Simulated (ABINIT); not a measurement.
The system is N.

```
CELL_PARAMETERS angstrom
5.81510 0.00000 0.00000
0.00000 5.81510 0.00000
0.00000 0.00000 5.81510
ATOMIC_POSITIONS crystal
N 0.04586 0.45414 0.54586
N 0.45414 0.54586 0.04586
N 0.54586 0.04586 0.45414
N 0.95414 0.95414 0.95414
N 0.93610 0.56390 0.43610
N 0.56390 0.43610 0.93610
N 0.43610 0.93610 0.56390
N 0.06390 0.06390 0.06390
```

* Program: ABINIT 10.8.3 (patched build)
* Task: single point
* Functional: PBE
* Potentials or basis: JTH PAW PBE v2.0
* Cutoff: 707 eV
* k mesh: 5 × 5 × 5
* Occupations: fermi-dirac, width 0.05 eV
* Spin: no spin polarisation

On this cell: pressure -0.1 GPa; largest force 0.445 eV/Å; band gap on the k mesh 7.43 eV, indirect (least direct gap 7.45 eV).

The same run follows on a disturbed copy (atoms moved at random, drawn with an rms of 0.05 Å):

```
N
1.0
     5.81510    0.00000    0.00000
     0.00000    5.81510    0.00000
     0.00000    0.00000    5.81510
N
8
Direct
  0.04423 0.45681 0.54324
  0.44806 0.54322 0.03879
  0.54799 0.03756 0.45366
  0.95537 0.95110 0.96495
  0.93679 0.55820 0.44400
  0.56036 0.43333 0.94333
  0.44294 0.94112 0.56037
  0.06700 0.07271 0.06020
```

Question: What does the disturbed cell give?

Answer: The energy moves by +106.9 meV/atom; pressure 8.6 GPa; largest force 12.454 eV/Å; band gap on the k mesh 7.60 eV, indirect (least direct gap 7.61 eV).

Forces on the atoms (eV/Å):
```
N    7.518 -7.097  6.943
N   -3.299  3.246  2.821
N    7.228  6.638 -7.348
N    0.452  0.498  0.385
N   -7.500  7.088 -6.930
N    3.313 -3.223 -2.823
N   -7.228 -6.636  7.337
N   -0.485 -0.514 -0.385
```

Stress tensor (GPa, compression positive):
```
 9.29 -2.30 -1.83
-2.30  8.20 -5.46
-1.83 -5.46  8.42
```

Caveats: an odd mesh through Γ misses points on the zone boundary, where band edges often lie; the atomic spheres overlap.
